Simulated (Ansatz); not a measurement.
Runs of Ansatz 0.2.0 on ScAl3. Symmetry: Pm-3m, No. 221, cubic system. The conventional cell has a = 4.088 Å, b = 4.088 Å, c = 4.088 Å, α = 90.00°, β = 90.00°, γ = 90.00°. Sc (site symmetry m-3m) has 12 Al at 2.89 Å as nearest neighbours. Al (site symmetry 4/mmm) is surrounded by 4 Sc at 2.89 Å and 8 Al at 2.89 Å. The cell is a database's computed one.

| level | cutoff (eV) | gap on the mesh (eV) | pressure (GPa) |
| --- | --- | --- | --- |
| LDA | 420 | none | -3.4 |
| RPBE | 420 | none | 3.4 |
| r2SCAN0 | 500 | none | -0.7 |
| HSE06 | 420 | none | (a) |
| r2SCAN | 500 | none | -0.1 |
| PBEsol | 420 | none | -0.9 |
| PBE0 | 420 | none | (b) |
| revPBE | 420 | none | 2.9 |
| BLYP | 420 | none | (c) |

Alike in all rows: task projected density of states; potentials or basis Ansatz PAW; no spin polarisation; cell as given; k mesh 4 × 4 × 4; smearing fermi-dirac 0.05 eV; the mesh is coarse, so values aren't converged.

**Question.** Fill in the values left out.

**Answer.** (a) 0.4; (b) -0.2; (c) 4.1.

Caveats: all runs use coarse meshes; the PAW data sets come from PBE, with cores solved anew for the run's functional, which leaves a small shift of forces and pressure; the density of states is complete only up to the lowest level of the last band computed; the thresholds are loose for stress (some runs).

A gap of «none» marks a metal or a gap under the smearing width.

Runs at the PBE level aren't shown here.
